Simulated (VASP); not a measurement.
Wanted: the native input for a VASP 6.6.1 run.

| Quantity | Value |
| --- | --- |
| Task | relaxation of cell and atoms |
| Functional | PBE |
| Potentials or basis | VASP PAW PBE potentials, release 64 (B, As) |
| Cutoff | 600 eV |
| k mesh | 10 × 10 × 10 |
| Occupations | gaussian, width 0.03 eV |
| Spin | no spin polarisation |
| Further INCAR settings | ALGO = Normal; EDIFF = 1e-07; IBRION = 2; EDIFFG = -0.005; NSW = 90; ISIF = 3 |

The structure of BAs lies in POSCAR:

```
BAs                                     
1.0
   -0.0000000000      2.4081703798      2.4081703798
    2.4081703798      0.0000000000      2.4081703798
    2.4081703798      2.4081703798      0.0000000000
  B               As            
     1     1
Direct
     0.0000000000000000    0.0000000000000000    0.0000000000000000
     0.2500000000000000    0.2500000000000000    0.2500000000000000
```

The input as run:

INCAR

```
  PREC = Accurate
  ENCUT = 600
  EDIFF = 1E-7
  ISMEAR = 0
  SIGMA = 0.03
  LREAL = F
  LASPH = T
  NELM = 80
  ALGO = Normal
  ISIF = 3
  LWAVE = F
  LCHARG = F
  GGA = PE
  IBRION = 2
  NSW = 90
  EDIFFG = -0.005
```

KPOINTS

```
Automatic mesh
0
Gamma
  10 10 10
```

Potentials or basis: VASP PAW PBE potentials, release 64 (B, As).

The run is started by

```bash
$ cat potpaw_PBE.64/B/POTCAR potpaw_PBE.64/As/POTCAR > POTCAR
$ mpirun -np 1 vasp_std > vasp.out
```

It gave:

```json
{
 "Pressure after relaxing": "0.0 GPa",
 "Band gap on the k mesh": "1.20 eV, indirect (least direct gap 3.25 eV)"
}
```

Caveat: the relaxation stopped at its first step, so nothing moved.

Wall time 6.9 s on 1 thread of AMD EPYC 9R45 96-Core Processor (Zen 5), with other jobs on the host, peak memory 0.13 GiB.
